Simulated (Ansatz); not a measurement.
**Be in Ansatz: the effect of functional**

Be:

```
Be
1.0
     0.00000    1.57905    1.57905
     1.57905    0.00000    1.57905
     1.57905    1.57905    0.00000
Be
1
Direct
  0.00000 0.00000 0.00000
```

The cell was built by a generator and needn't be a form met in nature.

Alike in all runs:

```yaml
Program: Ansatz 0.2.0
Task: band structure
Potentials_or_basis: Ansatz PAW
k_mesh: 14 × 14 × 14
Occupations: fermi-dirac, width 0.05 eV
Spin: no spin polarisation
```

```tsv
functional	cutoff	pressure (GPa)
LDA	420 eV (not typed: the program's choice for these potentials)	?
PBEsol	420 eV (not typed: the program's choice for these potentials)	-1.3
RPBE	420 eV (not typed: the program's choice for these potentials)	3.1
revPBE	420 eV (not typed: the program's choice for these potentials)	2.6
BLYP	420 eV (not typed: the program's choice for these potentials)	0.1
r2SCAN	500 eV (not typed: the program's choice for these potentials)	0.0
```

Problem. What does the run with functional LDA give?

Solution. Pressure -6.0 GPa.

Caveats: the PAW data sets come from PBE, with cores solved anew for the run's functional, which leaves a small shift of forces and pressure.

Runs at the PBE level aren't shown here.
